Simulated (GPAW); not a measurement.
Runs of GPAW 26.7.0 on BN. It takes space group P6_3mc (No. 186, hexagonal). Conventional cell: a = 2.554 Å, b = 2.554 Å, c = 4.227 Å, α = 90.00°, β = 90.00°, γ = 120.00°. N (site symmetry 3m) is surrounded by 4 B at 1.57 to 1.58 Å. Around B (site symmetry 3m) lie 4 N at 1.57 to 1.58 Å. Measurements of this composition are mostly on another form, of space group No. 194.

| task | level | potentials or basis | cell | k mesh | cutoff (eV) | smearing | response ecut | eta | maxiter | response k mesh | domega0 | gap on the mesh (eV) | pressure (GPa) | largest force (eV/Å) |
| --- | --- | --- | --- | --- | --- | --- | --- | --- | --- | --- | --- | --- | --- | --- |
| optical spectrum | LDA | the program's PAW data sets (release 1.2.1) made for this functional, pw | as given | 10 × 10 × 5 | 600 | fermi-dirac 0.001 eV | 50 eV | 0.1 eV | 150 | 15 × 15 × 8 | 0.05 eV | 5.16 | - | - |
| relaxation of cell and atoms | PBEsol | PAW data sets generated in the run's folder for this functional, pw | relaxed to 5 GPa | 9 × 9 × 5 | 800 | fermi-dirac 0.05 eV | - | - | 150 | - | - | (a) | 5.0 | 0.01 |
| optical spectrum | PBEsol | PAW data sets generated in the run's folder for this functional, pw | as given | 10 × 10 × 5 | 600 | fermi-dirac 0.001 eV | 50 eV | 0.1 eV | 150 | 15 × 15 × 8 | 0.05 eV | 5.16 | - | - |
| relaxation of cell and atoms | PBEsol | PAW data sets generated in the run's folder for this functional, pw | relaxed to 2 GPa | 9 × 9 × 5 | 800 | fermi-dirac 0.05 eV | - | - | 150 | - | - | 4.94 | 2.0 | 0.01 |
| single point | LDA | the program's PAW data sets (release 1.2.1) made for this functional, pw | as given | 10 × 10 × 5 | 600 | fermi-dirac 0.05 eV | - | - | 120 | - | - | 5.16 | (c) | (b) |
| relaxation of cell and atoms | PBEsol | PAW data sets generated in the run's folder for this functional, pw | relaxed to 20 GPa | 9 × 9 × 5 | 800 | fermi-dirac 0.05 eV | - | - | 150 | - | - | 4.84 | 19.9 | 0.01 |
| single point | TB-mBJ | GPAW PAW data sets for LDA (gpaw-data 1.2.1), pw | as given | 10 × 10 × 6 | 800 | fermi-dirac 0.05 eV | - | - | 150 | - | - | 6.95 | - | - |
| relaxation of cell and atoms | PBEsol | PAW data sets generated in the run's folder for this functional, pw | relaxed to 30 GPa | 9 × 9 × 5 | 800 | fermi-dirac 0.05 eV | - | - | 150 | - | - | 4.79 | 29.9 | 0.01 |
| relaxation of cell and atoms | PBEsol | PAW data sets generated in the run's folder for this functional, pw | relaxed to 10 GPa | 9 × 9 × 5 | 800 | fermi-dirac 0.05 eV | - | - | 150 | - | - | 4.90 | 10.0 | 0.01 |
| optical spectrum | RPBE | the program's PAW data sets (release 1.2.1) made for this functional, pw | as given | 10 × 10 × 5 | 600 | fermi-dirac 0.001 eV | 50 eV | 0.1 eV | 150 | 15 × 15 × 8 | 0.05 eV | 5.45 | - | - |

Alike in all rows: no spin polarisation.

Estimate the missing entries.

(a) 4.92; (b) 0.02; (c) -26.8.

Caveats: an odd mesh through Γ misses points on the zone boundary, where band edges often lie (some runs); later steps reuse the first step's grids (some runs); the long-wavelength limit can be off by a per cent or two (some runs); independent-particle spectra lack excitons (some runs); the cutoff is short for stress and forces, so pressures can be off by a GPa or more (some runs); so large a pressure means that the cell lies far from this level's equilibrium, or that cutoff or potentials fall short (some runs); a model potential gives levels but no total energy (some runs).

Runs at the PBE level aren't shown here.
